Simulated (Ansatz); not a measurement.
Input of an Ansatz 0.2.0 run:

The input input.yaml:

```yaml
crystal:
  lattice:
    - [-1.66395, 1.66395, 1.66395]
    - [1.66395, -1.66395, 1.66395]
    - [1.66395, 1.66395, -1.66395]
  atoms:
    - { symbol: Nb, position: [0.0, 0.0, 0.0] }
hamiltonian:
  xc: r2scan
  pseudopotentials: { kind: paw }
  dispersion: d3bj
kpoints:
  mp_grid: { grid: [11, 11, 11] }
scf:
  occupations: { method: fermi_dirac, width: 0.05 }
output:
  forces: true
  stress: true
relax:
  f_tol: 0.01
  max_steps: 40
  cell: { stress_tol: 0.05 }
```

Potentials or basis: Ansatz PAW.

The run is started by

```console
$ ansatz run input.yaml --threads 2 --pin off --max-ram 5120MiB --backend cpu --events-out ev --progress --plain --runs-dir out
```

Estimate the relaxed cell.

a = 2.848 Å, b = 2.848 Å, c = 2.848 Å, α = 109.47°, β = 109.47°, γ = 109.47°.

Predict the relaxed volume.

17.78 Å³/atom.

Final structure:
```cif
data_structure
_symmetry_space_group_name_H-M 'P 1'
_symmetry_Int_Tables_number 1
_cell_length_a 2.8480
_cell_length_b 2.8480
_cell_length_c 2.8480
_cell_angle_alpha 109.471
_cell_angle_beta 109.471
_cell_angle_gamma 109.471
_cell_volume 17.78
loop_
_atom_site_label
_atom_site_type_symbol
_atom_site_fract_x
_atom_site_fract_y
_atom_site_fract_z
_atom_site_occupancy
Nb1 Nb 0.00000 0.00000 0.00000 1
```

Caveat: the PAW data sets come from PBE, with cores solved anew for the run's functional, which leaves a small shift of forces and pressure; the dispersion damping was fitted for another functional or another form of the correction.
